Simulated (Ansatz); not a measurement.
**Calculated electric field gradients for Te₂Mo**

The cell is a COD entry, ions relaxed with PBE at fixed cell.

Space group P2_1/m (No. 11); a = 6.3300, b = 3.4690, c = 13.8600 Å, β = 93.92°.

```
site  Wyckoff  site symmetry       x       y       z
 Te1       2e              m  0.5571  0.7500  0.3504
 Te3       2e              m  0.5877  0.2500  0.1042
 Te5       2e              m  0.0968  0.7500  0.1500
 Te7       2e              m  0.0548  0.2500  0.3955
 Mo9       2e              m  0.3207  0.7500  0.5067
Mo11       2e              m  0.1814  0.2500  0.0077
```

One atom of each set is listed.

All values are calculated (Ansatz; DFT, PBEsol, plane waves and PAW, scalar-relativistic, 420 eV cutoff, Γ-centred 7×13×4 k-points, Fermi–Dirac smearing 0.05 eV), not measured.

V_zz is the principal component of the electric field gradient with the largest magnitude, η = (V_xx − V_yy)/V_zz and C_Q = eQV_zz/h.

⁹⁷Mo: I = 5/2, Q = 255.0 mb. Quadrupole moments are those of Pyykkö's year-2017 table.

Q: Which values are expected at the nuclei?

A: 

```json
{"site": "Te1", "atoms": "2", "first shell": "3 Mo at 2.71–2.72 Å", "V_zz (10²¹ V/m²)": "-15.15", "η": "0.72", "C_Q (MHz)": "–"}
{"site": "Te3", "atoms": "2", "first shell": "3 Mo at 2.80–2.82 Å", "V_zz (10²¹ V/m²)": "20.9", "η": "0.55", "C_Q (MHz)": "–"}
{"site": "Te5", "atoms": "2", "first shell": "3 Mo at 2.71 Å", "V_zz (10²¹ V/m²)": "-15.72", "η": "0.62", "C_Q (MHz)": "–"}
{"site": "Te7", "atoms": "2", "first shell": "3 Mo at 2.80–2.82 Å", "V_zz (10²¹ V/m²)": "20.5", "η": "0.53", "C_Q (MHz)": "–"}
{"site": "Mo9", "atoms": "2", "first shell": "6 Te at 2.71–2.82 Å, 2 Mo at 2.87 Å", "V_zz (10²¹ V/m²)": "-7.04", "η": "0.79", "C_Q (MHz)": "-43.4"}
{"site": "Mo11", "atoms": "2", "first shell": "6 Te at 2.71–2.82 Å, 2 Mo at 2.87 Å", "V_zz (10²¹ V/m²)": "-7.21", "η": "0.78", "C_Q (MHz)": "-44.4"}
```

Te has no stable isotope with a ground-state quadrupole moment in the table, so no C_Q is given.

The largest force is 0.3 eV/Å, so the atoms aren't at the calculated equilibrium and relaxing them would move these values. The run finds no gap above 0.1 eV (a metal, or nearly one), so the gradients can move by 10 % or more with the k-mesh. Without spin–orbit coupling the gradients at and beside Te can be off by some per cent, at some sites by more.
